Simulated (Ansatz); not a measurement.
Consider InCuS2 in the chalcopyrite structure (space group I-42d, No. 122).

```
InCuS2
1.0
   -2.78850     2.78850     5.61719
    2.78850    -2.78850     5.61719
    2.78850     2.78850    -5.61719
Cu In S
2 2 4
Direct
  0.75000   0.25000   0.50000
  0.00000   0.00000   0.00000
  0.25000   0.75000   0.50000
  0.50000   0.50000   0.00000
  0.09504   0.12500   0.47004
  0.65496   0.62500   0.52996
  0.37500   0.90496   0.02996
  0.87500   0.34504   0.97004
```

Calculations: Kohn–Sham DFT with the PBE functional, run in Ansatz (a first-principles code) with PAW and 420 eV plane waves, no spin-orbit coupling.

One change was made to it. Results:

The band gap is still zero; the lattice parameter a drops by 5.7 pm, from 557.7 pm to 552.0 pm.

Task: Which change produced these results?
A) pressure 22.5 GPa
B) pressure −2 GPa
C) pressure 15 GPa
D) pressure 2.1 GPa

Result: D, pressure 2.1 GPa. For comparison, the lattice parameter a in the other runs: pressure 22.5 GPa gives 517.3 pm; pressure 15 GPa gives 527.9 pm; pressure −2 GPa gives 564.1 pm.

Load acts through the strain it causes; cell and atoms are relaxed under it. Stability against distortions was not tested. No other phases were tried under pressure. The final runs are not spin-polarised. Gaps under 0.05 eV, about the width of the smearing, are given as zero. A zero or small gap of InCuS2 can be the functional's error rather than a property of the material.
